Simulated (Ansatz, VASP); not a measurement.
## Two plane-wave programs on Rh

The input INCAR:

```
  ALGO = Normal
  EDIFF = 1E-6
  ENCUT = 520
  ISIF = 2
  ISMEAR = 1
  LASPH = True
  LCHARG = False
  LREAL = False
  LWAVE = False
  NBANDS = 14
  NELM = 60
  PREC = Accurate
  SIGMA = 1.0
```

The input KPOINTS:

```
k-points
0
Gamma
  14 14 14
```

The input POSCAR:

```
Rh
1.0
    0.0000000000      1.8776226225      1.8776226225
    1.8776226225      0.0000000000      1.8776226225
    1.8776226225      1.8776226225      0.0000000000
Rh
1
Direct
    0.0000000000      0.0000000000      0.0000000000
```

Input for Ansatz:

```yaml
crystal:
  lattice:
    - [0.0, 1.8776226225, 1.8776226225]
    - [1.8776226225, 0.0, 1.8776226225]
    - [1.8776226225, 1.8776226225, 0.0]
  atoms:
    - { symbol: Rh, position: [0.0, 0.0, 0.0] }
hamiltonian:
  xc: lda
  pseudopotentials:
    kind: paw
    azcp:
      Rh: "pseudopotentials/Rh.paw.azcp"
basis:
  ecutwfc: 420
  fft_grid_basis: typed
kpoints:
  mp_grid: { grid: [14, 14, 14], shift: [0, 0, 0] }
magnetization:
  spin_polarized: false
scf:
  occupations: { method: methfessel_paxton, width: 1.0 }
  lower_state_search: "off"
output:
  stress: true
```

Alike in both runs: task single point; functional LDA; k mesh 14 × 14 × 14; occupations methfessel-paxton of order 1, width 1 eV; no spin polarisation.

|  | VASP | Ansatz |
| --- | --- | --- |
| version | VASP 6.6.1 | Ansatz 0.2.0 |
| potentials or method | VASP PAW LDA potentials, release 64 (Rh_pv) | plane waves (420 eV) with PAW, scalar-relativistic |
| plane-wave cutoff (eV) | 520 | 420 |
| valence electrons in the cell | 15 | 17 |

|  | VASP | Ansatz | Ansatz less VASP |
| --- | --- | --- | --- |
| pressure (GPa) | 1.5 | 0.6 | -0.92 |

The two sets of potentials don't hold the same shells in valence. Ansatz warned: «pseudo_functional_mismatch».
